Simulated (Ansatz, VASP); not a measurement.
**BN: VASP beside Ansatz**

Contents of INCAR:

```
PREC = Accurate
ENCUT = 520
EDIFF = 1E-7
ISMEAR = -1
SIGMA = 0.05
LREAL = F
LASPH = T
NELM = 80
ALGO = Normal
ISIF = 2
LWAVE = F
LCHARG = F
GGA = PE
NBANDS = 11
```

File KPOINTS:

```
Automatic mesh
0
Gamma
  12 12 12
```

Contents of POSCAR:

```
BN
1.0
    1.2511217832      0.7223354983      3.3729344033
   -1.2511217832      0.7223354983      3.3729344033
    0.0000000000     -1.4446709966      3.3729344033
N B
1 1
Direct
    0.6913950000      0.6601140000      0.6460690000
   -0.0137900000      0.0128690000      0.0161470000
```

The input input.yaml:

```yaml
crystal:
  lattice:
    - [1.2511217832, 0.7223354983, 3.3729344033]
    - [-1.2511217832, 0.7223354983, 3.3729344033]
    - [0.0, -1.4446709966, 3.3729344033]
  atoms:
    - { symbol: "N", position: [0.691395, 0.660114, 0.646069] }
    - { symbol: B, position: [-0.01379, 0.012869, 0.016147] }
hamiltonian:
  xc: pbe
  pseudopotentials: { kind: paw }
kpoints:
  mp_grid: { grid: [12, 12, 12] }
scf:
  occupations: { method: fermi_dirac, width: 0.05 }
output:
  forces: true
  stress: true
  eigenvalues: true
  write_density: true
  write_potential: true
  elf: true
  volumetric_format: npy
```

Change from the starting cell: atoms moved at random, drawn with an rms of 0.05 Å.

Alike in both runs: task single point; functional PBE; k mesh 12 × 12 × 12; occupations fermi-dirac, width 0.05 eV; no spin polarisation.

|  | VASP | Ansatz |
| --- | --- | --- |
| version | VASP 6.6.1 | Ansatz 0.2.0 |
| potentials or method | VASP PAW PBE potentials, release 64 (N, B) | Ansatz PAW |
| plane-wave cutoff (eV) | 520 | 420 |
| valence electrons in the cell | 8 | 8 |

VASP gave:

| Property | Result |
| --- | --- |
| gap on the k mesh at the Fermi level (eV) | 3.72 |
| least direct gap on the mesh (eV) | 4.59 |
| pressure (GPa) | 6.7 |
| largest component of the traceless stress (GPa) | 9.96 |
| rms of the force components (eV/Å) | 2.133 |

Q: Estimate Ansatz's values.

A: gap on the k mesh at the Fermi level (eV): 3.73; least direct gap on the mesh (eV): 4.59; pressure (GPa): 6.7; largest component of the traceless stress (GPa): 9.87; rms of the force components (eV/Å): 2.139.

Atom by atom the forces differ by 0.006 eV/Å (rms over components). The functional is the same, so the differences come from potentials, cutoffs and numerics.

Caveats: the pressure holds a Pulay correction of +0.6 GPa for the finite cutoff (Ansatz). A k mesh can miss the band edges.
